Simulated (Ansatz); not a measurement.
# Silicon, A15 under r²SCAN: structure and ground-state energy

What does r²SCAN give for silicon in the A15 structure? We relax it, then solve it on a dense k-mesh. Spin polarisation is left out. The k-meshes are 5×5×5 for the relaxation; 7×7×7 for the dense run.

Program: Ansatz 0.2.0. Level of theory: DFT r2SCAN, plane waves (500 eV) with PAW, scalar-relativistic; the PAW data stem from PBE, with regenerated cores. These are calculated values, not measurements.

### Step 1. The starting structure

Symmetry: Pm-3n, No. 223, cubic system. The conventional cell has a = 4.934 Å, b = 4.934 Å, c = 4.934 Å, α = 90.00°, β = 90.00°, γ = 90.00°. Around Si (site symmetry m-3) lie 12 Si at 2.76 Å. Si (site symmetry -4m2) is surrounded by 6 Si at 2.47 to 2.76 Å.

As a file:

```cif
data_structure
_symmetry_space_group_name_H-M 'P 1'
_symmetry_Int_Tables_number 1
_cell_length_a 4.9341
_cell_length_b 4.9341
_cell_length_c 4.9341
_cell_angle_alpha 90.000
_cell_angle_beta 90.000
_cell_angle_gamma 90.000
_cell_volume 120.12
loop_
_atom_site_label
_atom_site_type_symbol
_atom_site_fract_x
_atom_site_fract_y
_atom_site_fract_z
_atom_site_occupancy
Si1 Si 0.00000 0.00000 0.00000 1
Si2 Si 0.50000 0.50000 0.50000 1
Si3 Si 0.25000 0.00000 0.50000 1
Si4 Si 0.75000 0.00000 0.50000 1
Si5 Si 0.50000 0.25000 0.00000 1
Si6 Si 0.50000 0.75000 0.00000 1
Si7 Si 0.00000 0.50000 0.25000 1
Si8 Si 0.00000 0.50000 0.75000 1
```

### Step 2. Relaxing cell and atoms

File input.yaml:

```yaml
crystal:
  lattice:
    - [4.9341184017, 0.0, 0.0]
    - [0.0, 4.9341184017, 0.0]
    - [0.0, 0.0, 4.9341184017]
  atoms:
    - { symbol: Si, position: [0.0, 0.0, 0.0] }
    - { symbol: Si, position: [0.5, 0.5, 0.5] }
    - { symbol: Si, position: [0.25, 0.0, 0.5] }
    - { symbol: Si, position: [0.75, 0.0, 0.5] }
    - { symbol: Si, position: [0.5, 0.25, 0.0] }
    - { symbol: Si, position: [0.5, 0.75, 0.0] }
    - { symbol: Si, position: [0.0, 0.5, 0.25] }
    - { symbol: Si, position: [0.0, 0.5, 0.75] }
hamiltonian:
  xc: r2scan
  pseudopotentials:
    kind: paw
    azcp:
      Si: "pseudopotentials/Si.paw.azcp"
basis:
  ecutwfc: 500
  fft_grid_basis: typed
kpoints:
  mp_grid: { grid: [5, 5, 5], shift: [0, 0, 0] }
magnetization:
  spin_polarized: false
scf:
  occupations: { method: fermi_dirac, width: 0.1 }
relax:
  max_steps: 60
  f_tol: 0.01
  cell: {}
```

The log of the run:

```text
Engine: ansatz 0.2.0, x86_64-unknown-linux-gnu
Pseudopotentials: kind: paw
Pseudopotential: Si, paw, valence charge 4, recommended cutoff 500 eV (meta_gga), <dir>
Functional definition: r2SCAN
  parameter k0 = 0.174
  parameter k1 = 0.065
  parameter a1 = 4.9479
  exchange = r2scan_x(k0 = k0, k1 = k1, a1 = a1)
  correlation = r2scan_c
Crystal: 8 atoms, lattice volume = 120.124 Å³
Basis set: ecut = 500 eV, 2969 PW (Γ), exchange–correlation on 144×144×144 points (64 copies of the dense FFT grid, shifted against one another)
Bands: 24, of which v1, the nominal top of the filled ones, is band 16 counted from 1 (15 counted from 0)
Symmetry: 48 space group operations
Space group: Pm-3n (ITA 223), of the structure as read, at distance tolerance 4.9e-5 Å
k-points: 10 of 125
Non-local potential: Si, projectors of the file, l = 0: 2, l = 1: 2, l = 2: 2
PAW form: soft (Blöchl's): semilocal exchange-correlation on the pseudo side does not see the compensation charge
PAW frozen core: Si, regenerated for the run's functional (the file was generated under x = pbe(κ = 0.804, μ = 0.2195149727645171), c = pbe(β = 0.06672455060314922))
PAW one-centre angular grid: Si, 302 points (default); XC on 160 Gauss nodes
Initial density: superposition of atomic densities (neutral atoms: chi_scale 0, normalization atom), corrected by the library's trained network
Initial wavefunctions: pseudopotential atomic-orbital guess
Functional: x = r2scan, c = r2scan; τ floored in thin density (d = 2e-4 eV/Å³)
SCF iter   1: F=—  HF=-5106.120104 eV  |F-HF|=—  |Δ(HF+E_count)|=         —  Δρ=5.35e-3  dr2=3.52e-2  dr2_τ=2.35e-2  ethr=1.77e-3  ⟨swp⟩=6.0  Hψ=1316  notcnv=0
preconditioner: auto → Kerker (q_TF=auto, 2.188 Å⁻¹)  [metal: Δε(μ)=0.034 eV  Ē_g=8.230 eV  σ=0.100 eV  W_gap=0.08  n_scr=18 (ndim 8)  ℏωp=19.2 eV  f_vac=0.000  D(μ)=4.00/eV (n_scr^D=26)]
SCF iter   2: F=—  HF=-5106.153699 eV  |F-HF|=—  |Δ(HF+E_count)|=   3.36e-2  Δρ=3.89e-3  dr2=1.89e-2  dr2_τ=2.48e-5  ethr=1.10e-4  ⟨swp⟩=2.1  Hψ=485  notcnv=0
SCF iter   3: F=—  HF=-5106.149768 eV  |F-HF|=—  |Δ(HF+E_count)|=   3.93e-3  Δρ=2.99e-4  dr2=7.92e-5  dr2_τ=5.89e-6  ethr=5.90e-5  ⟨swp⟩=1.0  Hψ=240  notcnv=0
SCF iter   4: F=—  HF=-5106.150026 eV  |F-HF|=—  |Δ(HF+E_count)|=   2.58e-4  Δρ=1.53e-4  dr2=2.57e-5  dr2_τ=1.24e-7  ethr=2.47e-7  ⟨swp⟩=2.0  Hψ=409  notcnv=0
SCF iter   5: F=—  HF=-5106.150059 eV  |F-HF|=—  |Δ(HF+E_count)|=   3.31e-5  Δρ=4.14e-5  dr2=1.62e-6  dr2_τ=1.38e-8  ethr=8.05e-8  ⟨swp⟩=2.0  Hψ=407  notcnv=0
SCF iter   6: F=—  HF=-5106.150060 eV  |F-HF|=—  |Δ(HF+E_count)|=   6.99e-7  Δρ=1.36e-5  dr2=1.76e-7  dr2_τ=2.26e-9  ethr=5.05e-9  ⟨swp⟩=2.8  Hψ=430  notcnv=0
SCF iter   7: F=-5106.150060 eV  HF=-5106.150060 eV  |F-HF|=4.74e-9  |Δ(HF+E_count)|=   9.97e-8  Δρ=4.13e-6  dr2=1.59e-8  dr2_τ=1.56e-10  ethr=3.13e-10  ⟨swp⟩=4.0  Hψ=784  notcnv=0
SCF 1 converged in 7 iterations: F = -5106.150060 eV  dr2 = 1.59e-8
relax step   1: F+E_penalty+E_count = -5106.15005961 eV  Δ(F+E_penalty+E_count) = +0.000e0 eV  max|allowed force component| = 1.026e-17 eV/Å  Δτ_max = 0.0000 Å  P = -4.033 GPa  Ω = 120.124 Å³  (7 SCF iters, dr2 threshold 1.00e-7 eV, accepted)
Crystal: 8 atoms, lattice volume = 115.435 Å³
Basis set: ecut = 500 eV, 2945 PW (Γ), exchange–correlation on 144×144×144 points (64 copies of the dense FFT grid, shifted against one another)
Initial density: handed on by an earlier stage of this run
Initial wavefunctions: those handed on with the density
iter 1 solved again at ethr=8.36e-6 eV; its pass at ethr=3.10e-3 eV (dr2=2.68e-3 eV) is discarded
SCF iter   1: F=—  HF=-5106.224189 eV  |F-HF|=—  |Δ(HF+E_count)|=         —  Δρ=1.53e-3  dr2=2.66e-3  dr2_τ=2.54e-3  ethr=8.36e-6  ⟨swp⟩=1.9  Hψ=1541  notcnv=0
preconditioner: auto → Kerker (q_TF=auto, 2.203 Å⁻¹)  [metal: Δε(μ)=0.111 eV  Ē_g=8.454 eV  σ=0.100 eV  W_gap=0.27  n_scr=18 (ndim 8)  ℏωp=19.6 eV  f_vac=0.000  D(μ)=3.91/eV (n_scr^D=26)]
SCF iter   2: F=—  HF=-5106.229009 eV  |F-HF|=—  |Δ(HF+E_count)|=   4.82e-3  Δρ=1.13e-3  dr2=1.38e-3  dr2_τ=2.10e-6  ethr=8.30e-6  ⟨swp⟩=2.0  Hψ=385  notcnv=0
SCF iter   3: F=—  HF=-5106.228932 eV  |F-HF|=—  |Δ(HF+E_count)|=   7.73e-5  Δρ=8.09e-5  dr2=4.98e-6  dr2_τ=1.17e-6  ethr=4.33e-6  ⟨swp⟩=2.0  Hψ=398  notcnv=0
SCF iter   4: F=—  HF=-5106.228945 eV  |F-HF|=—  |Δ(HF+E_count)|=   1.32e-5  Δρ=3.19e-5  dr2=9.44e-7  dr2_τ=4.60e-9  ethr=2.50e-9  ⟨swp⟩=4.1  Hψ=794  notcnv=0
SCF iter   5: F=-5106.228946 eV  HF=-5106.228946 eV  |F-HF|=1.79e-8  |Δ(HF+E_count)|=   1.09e-6  Δρ=5.59e-6  dr2=3.01e-8  dr2_τ=3.71e-10  ethr=2.50e-9  ⟨swp⟩=4.0  Hψ=781  notcnv=0
SCF 2 converged in 5 iterations: F = -5106.228946 eV  dr2 = 3.01e-8
relax step   2: F+E_penalty+E_count = -5106.22894619 eV  Δ(F+E_penalty+E_count) = -7.889e-2 eV  max|allowed force component| = 3.773e-17 eV/Å  Δτ_max = 0.0000 Å  P = -1.244 GPa  Ω = 115.435 Å³  energy of the carried Pulay correction = +1.690e-4 eV  (5 SCF iters, dr2 threshold 8.00e-7 eV, accepted)
Crystal: 8 atoms, lattice volume = 113.460 Å³
Basis set: ecut = 500 eV, 2897 PW (Γ), exchange–correlation on 144×144×144 points (64 copies of the dense FFT grid, shifted against one another)
iter 1 solved again at ethr=1.74e-6 eV; its pass at ethr=3.10e-3 eV (dr2=5.56e-4 eV) is discarded
SCF iter   1: F=—  HF=-5106.234872 eV  |F-HF|=—  |Δ(HF+E_count)|=         —  Δρ=6.79e-4  dr2=5.01e-4  dr2_τ=5.21e-4  ethr=1.74e-6  ⟨swp⟩=2.2  Hψ=1478  notcnv=0
preconditioner: auto → Kerker (q_TF=auto, 2.209 Å⁻¹)  [metal: Δε(μ)=0.107 eV  Ē_g=8.550 eV  σ=0.100 eV  W_gap=0.26  n_scr=18 (ndim 8)  ℏωp=19.7 eV  f_vac=0.000  D(μ)=3.84/eV (n_scr^D=26)]
SCF iter   2: F=—  HF=-5106.236029 eV  |F-HF|=—  |Δ(HF+E_count)|=   1.16e-3  Δρ=5.05e-4  dr2=2.68e-4  dr2_τ=4.11e-7  ethr=1.56e-6  ⟨swp⟩=2.0  Hψ=389  notcnv=0
SCF iter   3: F=—  HF=-5106.236014 eV  |F-HF|=—  |Δ(HF+E_count)|=   1.45e-5  Δρ=3.57e-5  dr2=8.44e-7  dr2_τ=2.41e-7  ethr=8.37e-7  ⟨swp⟩=1.6  Hψ=336  notcnv=0
SCF iter   4: F=-5106.236018 eV  HF=-5106.236018 eV  |F-HF|=1.86e-7  |Δ(HF+E_count)|=   3.51e-6  Δρ=1.51e-5  dr2=1.98e-7  dr2_τ=1.18e-9  ethr=2.50e-9  ⟨swp⟩=4.0  Hψ=790  notcnv=0
SCF 3 converged in 4 iterations: F = -5106.236018 eV  dr2 = 1.98e-7
relax step   3: F+E_penalty+E_count = -5106.23601793 eV  Δ(F+E_penalty+E_count) = -7.072e-3 eV  max|allowed force component| = 3.282e-17 eV/Å  Δτ_max = 0.0000 Å  P = +0.131 GPa  Ω = 113.460 Å³  energy of the carried Pulay correction = +2.422e-4 eV  (4 SCF iters, dr2 threshold 8.00e-7 eV, accepted)
Crystal: 8 atoms, lattice volume = 113.638 Å³
iter 1 solved again at ethr=1.41e-8 eV; its pass at ethr=3.10e-3 eV (dr2=4.52e-6 eV) is discarded
SCF iter   1: F=—  HF=-5106.236071 eV  |F-HF|=—  |Δ(HF+E_count)|=         —  Δρ=6.28e-5  dr2=4.18e-6  dr2_τ=4.45e-6  ethr=1.41e-8  ⟨swp⟩=2.2  Hψ=1433  notcnv=0
preconditioner: auto → Kerker (q_TF=auto, 2.209 Å⁻¹)  [metal: Δε(μ)=0.106 eV  Ē_g=8.539 eV  σ=0.100 eV  W_gap=0.26  n_scr=18 (ndim 8)  ℏωp=19.7 eV  f_vac=0.000  D(μ)=3.86/eV (n_scr^D=26)]
SCF iter   2: F=—  HF=-5106.236085 eV  |F-HF|=—  |Δ(HF+E_count)|=   1.35e-5  Δρ=4.69e-5  dr2=2.22e-6  dr2_τ=3.60e-9  ethr=1.30e-8  ⟨swp⟩=2.0  Hψ=401  notcnv=0
SCF iter   3: F=-5106.236085 eV  HF=-5106.236085 eV  |F-HF|=3.69e-8  |Δ(HF+E_count)|=   3.22e-8  Δρ=5.36e-6  dr2=2.10e-8  dr2_τ=2.50e-9  ethr=1.33e-10  ⟨swp⟩=3.0  Hψ=1019  notcnv=0
SCF 4 converged in 3 iterations: F = -5106.236085 eV  dr2 = 2.10e-8
relax step   4: F+E_penalty+E_count = -5106.23608472 eV  Δ(F+E_penalty+E_count) = -6.678e-5 eV  max|allowed force component| = 3.036e-17 eV/Å  Δτ_max = 0.0000 Å  P = +0.002 GPa  Ω = 113.638 Å³  energy of the carried Pulay correction = +2.356e-4 eV  (3 SCF iters, dr2 threshold 4.27e-8 eV, accepted)
Initial wavefunctions: pseudopotential atomic-orbital guess (no wavefunctions were taken with the density)
iter 1 solved again at ethr=2.24e-8 eV; its pass at ethr=3.10e-3 eV (dr2=7.17e-6 eV) is discarded
SCF iter   1: F=—  HF=-5106.235792 eV  |F-HF|=—  |Δ(HF+E_count)|=         —  Δρ=2.10e-5  dr2=5.49e-8  dr2_τ=6.42e-8  ethr=2.24e-8  ⟨swp⟩=3.0  Hψ=1982  notcnv=0
SCF iter   2: F=—  HF=-5106.235786 eV  |F-HF|=—  |Δ(HF+E_count)|=   5.73e-6  Δρ=1.14e-5  dr2=1.85e-8  dr2_τ=1.57e-9  ethr=1.72e-10  ⟨swp⟩=2.0  Hψ=410  notcnv=0
SCF iter   3: F=—  HF=-5106.235786 eV  |F-HF|=—  |Δ(HF+E_count)|=   3.12e-7  Δρ=9.03e-7  dr2=5.41e-10  dr2_τ=7.25e-12  ethr=5.79e-11  ⟨swp⟩=2.0  Hψ=418  notcnv=0
SCF iter   4: F=-5106.235786 eV  HF=-5106.235786 eV  |F-HF|=1.73e-11  |Δ(HF+E_count)|=  3.27e-10  Δρ=1.72e-7  dr2=1.96e-11  dr2_τ=4.99e-13  ethr=1.00e-12  ⟨swp⟩=4.0  Hψ=790  notcnv=0
SCF 5 converged in 4 iterations: F = -5106.235786 eV  dr2 = 1.96e-11
relax step   5: F+E_penalty+E_count = -5106.23578632 eV  Δ(F+E_penalty+E_count) = +2.984e-4 eV  max|allowed force component| = 3.267e-17 eV/Å  Δτ_max = 0.0000 Å  P = +0.005 GPa  Ω = 113.638 Å³  stress off target by 5.28e-3 GPa  SCF on the basis re-selected at this cell (its energy is not comparable with the rows above)  (4 SCF iters)
basis re-selected at this cell: Δ(F+E_penalty+E_count) = +2.984e-4 eV, ΔP = +0.004 GPa vs the last step (what re-selecting the basis moved, of the pressure what is left beyond the Pulay correction that the steps carried, after the strain that the cell walked since its last selection, with what the two solves' SCF thresholds leave and, on support functions, any second-order correction that the steps lacked; it is no measure of the basis error at this ecutwfc). This SCF's stress stands 5.28e-3 GPa from its target on what of the cell is left free (relax.cell.stress_tol is 5.00e-2 GPa) and its largest allowed force component is 3.27e-17 eV/Å (relax.f_tol is 1.00e-2 eV/Å): within both
SCF converged after 4 iterations
Free energy (F): -5106.235786 eV
Harris-Foulkes:  -5106.235786 eV  (|F-HF|=1.73e-11)
Internal energy: -5106.115182 eV  (E = F + TS)
E sigma→0 (E₀):  -5106.175484 eV
Entropy (-TS):   -0.120605 eV (-15.076 meV/atom)
Fermi energy:    11.025472 eV
--- Per-component energies (eV) ---
  E_band       = 155.836485
  E_kinetic    = 332.141179
  E_local      = 30.181295  (includes V_loc(G=0)·N_el)
  E_nonlocal   = 194.051609
  E_hartree    = 4.064487
  E_xc         = -418.354612
  E_vxc        = -412.222123  (∫ρ·V_xc dr)
  E_paw        = -4151.009088  (= ΣΔE_a)
  E_vpaw       = -15.152782  (= ΣTr[D̂ρ^β])
  E_aug_tail   = 0.000041  (compensation charges beyond the density's cutoff)
  E_vtau       = 18.708291  (kinetic-family band-sum trace: ∫τ·v_τ [+ j·A + Jᵃ·Aᵃ] dr)
  E_ewald      = -1096.578630
  E_core_change = -0.611464  (= ΣΔE_core)
  E_smearing   = -0.120605  (= −TS)
  E_closure    = 0.000000  (closes the sum)
  Σ components = -5106.235786   (vs F -5106.235786, Δ=0.00e0)
--- Forces (eV/Å), atoms counted from 1 ---
  atom   1  Si    -0.00000000    -0.00000000     0.00000000
  atom   2  Si    -0.00000000     0.00000000     0.00000000
  atom   3  Si     0.00000000     0.00000000     0.00000000
  atom   4  Si    -0.00000000    -0.00000000    -0.00000000
  atom   5  Si    -0.00000000     0.00000000     0.00000000
  atom   6  Si     0.00000000    -0.00000000    -0.00000000
  atom   7  Si    -0.00000000    -0.00000000    -0.00000000
  atom   8  Si     0.00000000     0.00000000     0.00000000
  max |Σ_I F_I| component: 6.94e-18 eV/Å
--- Stress (GPa, compression-positive) ---
        0.005278      -0.000000      -0.000000
       -0.000000       0.005278       0.000000
       -0.000000       0.000000       0.005278
  P = ⅓ Tr σ = 0.0053 GPa (0.053 kbar)
--- Relaxed structure (4 steps of the walk, 4 accepted, 1 SCFs on fresh bases) ---
  F+E_penalty+E_count = -5106.23578632 eV   max|allowed force component| = 3.267e-17 eV/Å   (the final SCF, on the basis selected at the relaxed cell)
  cell:  # Å, volume = 113.6381 Å³
    - [4.843671606560631, -6.33951940027465e-34, -3.1296361596292583e-34]
    - [-1.147533258530728e-33, 4.843671606560631, -2.567906592516314e-34]
    - [-3.1296361596292583e-34, -2.567906592516314e-34, 4.843671606560632]
  atoms:
    - { symbol: Si, position: [1.046690579093789e-34, 4.177169267457479e-34, -1.3214266058784745e-35] }
    - { symbol: Si, position: [0.5, 0.5, 0.5] }
    - { symbol: Si, position: [0.25, -2.183975116840592e-34, 0.5] }
    - { symbol: Si, position: [0.75, -4.925490613161449e-35, 0.5] }
    - { symbol: Si, position: [0.5, 0.25, 6.485155188849744e-35] }
    - { symbol: Si, position: [0.5, 0.75, 1.2807673256975978e-35] }
    - { symbol: Si, position: [3.0364223378827745e-35, 0.5, 0.25] }
    - { symbol: Si, position: [-8.668685594813366e-36, 0.5, 0.75] }
```

Run time: 19 s. Hardware: 2 threads of an x86-64 CPU, shared host; peak memory 0.76 GiB.

Step by step:

| step | energy change (meV/atom) | largest force (eV/Å) | pressure (GPa) | volume (Å³/atom) |
| --- | --- | --- | --- | --- |
| 1 | 0.00 | 0.0000 | -4.03 | 15.015 |
| 2 | -9.86 | 0.0000 | -1.24 | 14.429 |
| 3 | -10.74 | 0.0000 | 0.13 | 14.183 |
| 4 | -10.75 | 0.0000 | 0.00 | 14.205 |
| 5 | -10.72 | 0.0000 | 0.01 | 14.205 |

Steps that repeat a cell are solved on a basis chosen anew, so their changes of energy are no gain of the relaxation.

The cell of the run, before and after:

|  | before | after | change |
| --- | --- | --- | --- |
| a (Å) | 4.934 | 4.844 | -1.8 % |
| b (Å) | 4.934 | 4.844 | -1.8 % |
| c (Å) | 4.934 | 4.844 | -1.8 % |
| volume (Å³/atom) | 15.015 | 14.205 | -5.4 % |
| shortest distance (Å) | 2.467 | 2.422 | -1.8 % |
| space group (spins left aside) | Pm-3n | Pm-3n | same |

### Step 3. Single point on a dense mesh

File input.yaml:

```yaml
crystal:
  lattice:
    - [4.8436716066, 0.0, 0.0]
    - [0.0, 4.8436716066, 0.0]
    - [0.0, 0.0, 4.8436716066]
  atoms:
    - { symbol: Si, position: [0.0, 0.0, 1.0] }
    - { symbol: Si, position: [0.5, 0.5, 0.5] }
    - { symbol: Si, position: [0.25, 1.0, 0.5] }
    - { symbol: Si, position: [0.75, 1.0, 0.5] }
    - { symbol: Si, position: [0.5, 0.25, 0.0] }
    - { symbol: Si, position: [0.5, 0.75, 0.0] }
    - { symbol: Si, position: [0.0, 0.5, 0.25] }
    - { symbol: Si, position: [1.0, 0.5, 0.75] }
hamiltonian:
  xc: r2scan
  pseudopotentials:
    kind: paw
    azcp:
      Si: "pseudopotentials/Si.paw.azcp"
basis:
  ecutwfc: 500
  fft_grid_basis: typed
kpoints:
  mp_grid: { grid: [7, 7, 7], shift: [0, 0, 0] }
magnetization:
  spin_polarized: false
scf:
  occupations: { method: fermi_dirac, width: 0.1 }
```

The log of the run:

```text
[... 9 set-up lines as earlier in the session ...]
Crystal: 8 atoms, lattice volume = 113.638 Å³
Basis set: ecut = 500 eV, 2897 PW (Γ), exchange–correlation on 144×144×144 points (64 copies of the dense FFT grid, shifted against one another)
Bands: 24, of which v1, the nominal top of the filled ones, is band 16 counted from 1 (15 counted from 0)
[... 1 set-up line as earlier in the session ...]
Space group: Pm-3n (ITA 223), of the structure as read, at distance tolerance 4.8e-5 Å
k-points: 20 of 343
[... 7 set-up lines as earlier in the session ...]
SCF iter   1: F=—  HF=-5106.097052 eV  |F-HF|=—  |Δ(HF+E_count)|=         —  Δρ=5.84e-3  dr2=3.91e-2  dr2_τ=3.34e-2  ethr=1.77e-3  ⟨swp⟩=6.3  Hψ=2696  notcnv=0
preconditioner: auto → Kerker (q_TF=auto, 2.209 Å⁻¹)  [metal: Δε(μ)=0.085 eV  Ē_g=8.544 eV  σ=0.100 eV  W_gap=0.21  n_scr=18 (ndim 8)  ℏωp=19.7 eV  f_vac=0.000  D(μ)=2.67/eV (n_scr^D=18)]
SCF iter   2: F=—  HF=-5106.135277 eV  |F-HF|=—  |Δ(HF+E_count)|=   3.82e-2  Δρ=4.41e-3  dr2=2.27e-2  dr2_τ=3.01e-5  ethr=1.22e-4  ⟨swp⟩=2.2  Hψ=972  notcnv=0
SCF iter   3: F=—  HF=-5106.130981 eV  |F-HF|=—  |Δ(HF+E_count)|=   4.30e-3  Δρ=4.45e-4  dr2=1.90e-4  dr2_τ=7.47e-6  ethr=7.08e-5  ⟨swp⟩=1.0  Hψ=479  notcnv=0
SCF iter   4: F=—  HF=-5106.131080 eV  |F-HF|=—  |Δ(HF+E_count)|=   9.94e-5  Δρ=1.72e-4  dr2=2.61e-5  dr2_τ=1.54e-7  ethr=5.94e-7  ⟨swp⟩=2.0  Hψ=807  notcnv=0
SCF iter   5: F=—  HF=-5106.131108 eV  |F-HF|=—  |Δ(HF+E_count)|=   2.80e-5  Δρ=4.17e-5  dr2=1.50e-6  dr2_τ=9.70e-9  ethr=8.17e-8  ⟨swp⟩=2.0  Hψ=808  notcnv=0
SCF iter   6: F=—  HF=-5106.131109 eV  |F-HF|=—  |Δ(HF+E_count)|=   4.90e-7  Δρ=1.21e-5  dr2=1.33e-7  dr2_τ=1.79e-9  ethr=4.67e-9  ⟨swp⟩=2.6  Hψ=827  notcnv=0
SCF iter   7: F=-5106.131109 eV  HF=-5106.131109 eV  |F-HF|=8.75e-10  |Δ(HF+E_count)|=   3.47e-8  Δρ=3.11e-6  dr2=8.93e-9  dr2_τ=6.75e-11  ethr=3.13e-10  ⟨swp⟩=2.0  Hψ=887  notcnv=0
SCF 1 converged in 7 iterations: F = -5106.131109 eV  dr2 = 8.93e-9
SCF converged after 7 iterations
Free energy (F): -5106.131109 eV
Harris-Foulkes:  -5106.131109 eV  (|F-HF|=8.75e-10)
Internal energy: -5106.037856 eV  (E = F + TS)
E sigma→0 (E₀):  -5106.084482 eV
Entropy (-TS):   -0.093253 eV (-11.657 meV/atom)
Fermi energy:    11.076668 eV
--- Per-component energies (eV) ---
  E_band       = 155.879346
  E_kinetic    = 332.157772
  E_local      = 30.152138  (includes V_loc(G=0)·N_el)
  E_nonlocal   = 194.172957
  E_hartree    = 4.029487
  E_xc         = -418.364647
  E_vxc        = -412.245855  (∫ρ·V_xc dr)
  E_paw        = -4150.995510  (= ΣΔE_a)
  E_vpaw       = -15.135247  (= ΣTr[D̂ρ^β])
  E_aug_tail   = 0.000041  (compensation charges beyond the density's cutoff)
  E_vtau       = 18.718616  (kinetic-family band-sum trace: ∫τ·v_τ [+ j·A + Jᵃ·Aᵃ] dr)
  E_ewald      = -1096.578630
  E_core_change = -0.611464  (= ΣΔE_core)
  E_smearing   = -0.093253  (= −TS)
  E_closure    = -0.000000  (closes the sum)
  Σ components = -5106.131109   (vs F -5106.131109, Δ=0.00e0)
```

Run time: 5.7 s. Hardware: 2 threads of an x86-64 CPU, shared host; peak memory 0.71 GiB.

### Step 4. Summary of results

```
                      quantity                         value
space group (spins left aside)               Pm-3n (No. 223)
             conventional cell                   a = 4.844 Å
                        volume                14.205 Å³/atom
             shortest distance                       2.422 Å
               gap on the mesh  none (levels filled in part)
           relative to diamond                 +805 meV/atom
```

**Reading.** The relaxation shrank the cell by 5.4 % in volume. Against the reference form of silicon (diamond, computed apart with the same settings) it stands 805 meV/atom higher, so it is far from stable. Levels at the Fermi energy are filled in part, as in a metal. The symmetry was held, so the structure may be unstable against distortions that break it.
